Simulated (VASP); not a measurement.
Input of a VASP 6.6.1 run:

The input INCAR:

```
ALGO = Fast ; EDIFF = 1E-7
ENCUT = 520 ; GGA = PS
ISIF = 2 ; ISMEAR = 0
LASPH = True ; LCHARG = True
LELF = True ; LREAL = False
LVHAR = True ; LWAVE = False
NBANDS = 13 ; NELM = 100
PREC = Accurate ; SIGMA = 0.15
```

The input KPOINTS:

```
k-points
0
Gamma
  18 18 18
```

File POSCAR:

```
Sn
1.0
   -1.6104540463      1.6104540463      1.8946518192
    1.6104540463     -1.6104540463      1.8946518192
    1.6104540463      1.6104540463     -1.8946518192
Sn
1
Direct
    0.0000000000      0.0000000000      0.0000000000
```

Potentials or basis: VASP PAW PBE potentials, release 64 (Sn_d).

Command:

```bash
$ cat potpaw_PBE.64/Sn_d/POTCAR > POTCAR
$ mpirun -np 1 vasp_std > vasp.out
```

Q: Predict the pressure.

A: 32.5 GPa.

Q: Predict the band gap on the k mesh.

A: None (metal or under the smearing width).

Stress tensor (GPa, compression positive):
```
33.57  0.00  0.00
 0.00 33.57  0.00
 0.00  0.00 30.46
```

Caveat: so large a pressure means that the cell lies far from this level's equilibrium, or that cutoff or potentials fall short; the potentials were made for another functional, which shifts forces and pressure.
